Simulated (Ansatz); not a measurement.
# Calculated ¹²⁷I nuclear quadrupole resonance for Cs₂SnI₆

Cell: a structure deposited in the COD (the entry's cell lengths or inner coordinates differ somewhat from later room-temperature determinations).

Space group Fm-3m (No. 225); a = 11.6300 Å.

```csv
site,Wyckoff,site symmetry,x,y,z
Cs,8c,-43m,0.2500,0.2500,0.2500
Sn,4a,m-3m,0.0000,0.0000,0.0000
I,24e,4m.m,0.2450,0.5000,0.5000
```

One atom of each set is listed; the run and its k-mesh use a cell of 9 atoms with edges of 8.22, 8.22, 8.22 Å.

Method: Kohn–Sham DFT in Ansatz, PBE, plane waves and PAW, scalar-relativistic, 420 eV cutoff, Γ-centred 5×5×5 k-points, Fermi–Dirac smearing 0.02 eV.

¹²⁷I: I = 5/2, Q = -688.2 mb (year-2017 value). Static lattice, zero field.

**Question.** Predict the zero-field ¹²⁷I lines of each site.

**Answer.** For I = 5/2 and η = 0 the lines are 3|C_Q|/20 and twice that; η pulls their ratio below 2.

```
site  atoms  V_zz (10²¹ V/m²)  C_Q (MHz)     η  line frequencies (MHz)
   I      6              56.6       -941  0.00            141.2, 282.4
```

An axis of threefold or higher order runs through I, so V_zz lies along it and η is zero.

The largest force is 0.3 eV/Å, so the atoms aren't at the calculated equilibrium and relaxing them would move these values. Without spin–orbit coupling the gradients at and beside I can be off by some per cent, at some sites by more. With a gap of 0.2 eV on this mesh, the gradients can still move by some per cent as the k-mesh gets denser.

The run took 9.5 s of wall time (35 s of CPU time) and 1.3 GiB at its peak, on 4 threads of Arm Neoverse V1 (aarch64; 8 cores open to the job, memory cap 8.0 GiB, no GPU), a shared host with a load of 0.6 a core.
